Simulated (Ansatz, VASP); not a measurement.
# Two plane-wave programs on BeSe4

```
Be Se
1.0
     3.58887    0.00000    0.00000
    -1.79444    3.10805    0.00000
     0.00000    0.00000    8.63490
Be Se
1 4
Direct
  0.00000 0.00000 0.00000
  0.33333 0.66667 0.85321
  0.33333 0.66667 0.39678
  0.66667 0.33333 0.14679
  0.66667 0.33333 0.60322
```

Change from the starting cell: species swapped into the Co4H type (P-3m1, No. 164).

Alike in both runs: functional PBE; k mesh 12 × 12 × 6; occupations gaussian, width 0.1 eV; no spin polarisation.

Ansatz relaxed the structure, and its values are those at the end. VASP's run is a single point on that final structure, the one shown.

```csv
,VASP,Ansatz
version,VASP 6.6.1,Ansatz 0.2.0
potentials or method,"VASP PAW PBE potentials, release 64 (Be, Se)","scalar-relativistic, plane waves, PAW"
plane-wave cutoff (eV),520,420
valence electrons in the cell,26,66
```

|  | VASP | Ansatz | Ansatz less VASP |
| --- | --- | --- | --- |
| gap on the k mesh at the Fermi level (eV) | none | none | - |
| pressure (GPa) | 0.0 | 0.0 | -0.06 |

A gap of «none» marks a metal or a gap that the smearing closes. With one functional, cell and mesh, what is left measures potentials, basis and numerics. The two sets of potentials don't hold the same shells in valence.
